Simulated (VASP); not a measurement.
Input of a VASP 6.6.1 run:

INCAR

```
  PREC = Accurate
  ENCUT = 520
  EDIFF = 1E-6
  ISMEAR = -1
  SIGMA = 0.05
  LREAL = False
  LASPH = True
  NELM = 100
  ALGO = Normal
  ISIF = 2
  LWAVE = False
  LCHARG = False
  METAGGA = TPSS
  LMIXTAU = True
  NBANDS = 17
```

File KPOINTS:

```
Automatic mesh
0
Gamma
  8 8 8
```

POSCAR

```
PbSe
1.0
    0.0000000000      3.0606500000      3.0606500000
    3.0606500000      0.0000000000      3.0606500000
    3.0606500000      3.0606500000      0.0000000000
Pb Se
1 1
Direct
    0.0000000000      0.0000000000      0.0000000000
    0.5000000000      0.5000000000      0.5000000000
```

KPOINTS_OPT

```
path GXWKGLUWLK,UX
15
line-mode
reciprocal
 0.0000000000  0.0000000000  0.0000000000  G
 0.5000000000  0.0000000000  0.5000000000  X

 0.5000000000  0.0000000000  0.5000000000  X
 0.5000000000  0.2500000000  0.7500000000  W

 0.5000000000  0.2500000000  0.7500000000  W
 0.3750000000  0.3750000000  0.7500000000  K

 0.3750000000  0.3750000000  0.7500000000  K
 0.0000000000  0.0000000000  0.0000000000  G

 0.0000000000  0.0000000000  0.0000000000  G
 0.5000000000  0.5000000000  0.5000000000  L

 0.5000000000  0.5000000000  0.5000000000  L
 0.6250000000  0.2500000000  0.6250000000  U

 0.6250000000  0.2500000000  0.6250000000  U
 0.5000000000  0.2500000000  0.7500000000  W

 0.5000000000  0.2500000000  0.7500000000  W
 0.5000000000  0.5000000000  0.5000000000  L

 0.5000000000  0.5000000000  0.5000000000  L
 0.3750000000  0.3750000000  0.7500000000  K

 0.6250000000  0.2500000000  0.6250000000  U
 0.5000000000  0.0000000000  0.5000000000  X
```

Potentials or basis: VASP PAW PBE potentials, release 64 (Pb_d, Se).

The run is started by

```bash
$ cat potpaw_PBE.64/Pb_d/POTCAR potpaw_PBE.64/Se/POTCAR > POTCAR
$ mpirun -np 1 vasp_std > vasp.out
```

(1) Estimate the band gap on the k mesh.

(2) Predict the band gap along the path.

(3) Estimate the pressure.

## Answers

(1) 0.32 eV, direct.

(2) 0.32 eV, direct.

(3) 1.9 GPa.

Caveat: the PAW data sets were made with another functional, which shifts forces and pressure a little; spin-orbit coupling is left out, which as a rule narrows the gap of such compounds by several tenths of an eV.

**Measured values to compare with.**

From a printed reference work, monograph, for a bulk crystal of PbSe at 300 K: band gap 0.28 eV (direct).

Against the measured gap of PbSe, 0.28 eV (direct; 300 K; a printed reference work, monograph), the calculated 0.32 eV is off by +0.04 eV. 2 values of this kind are on record (0.15 to 0.28 eV); this one was drawn at random. Spin-orbit coupling on Pb, Se is left out. The value is that of TPSS, without temperature or zero-point motion.
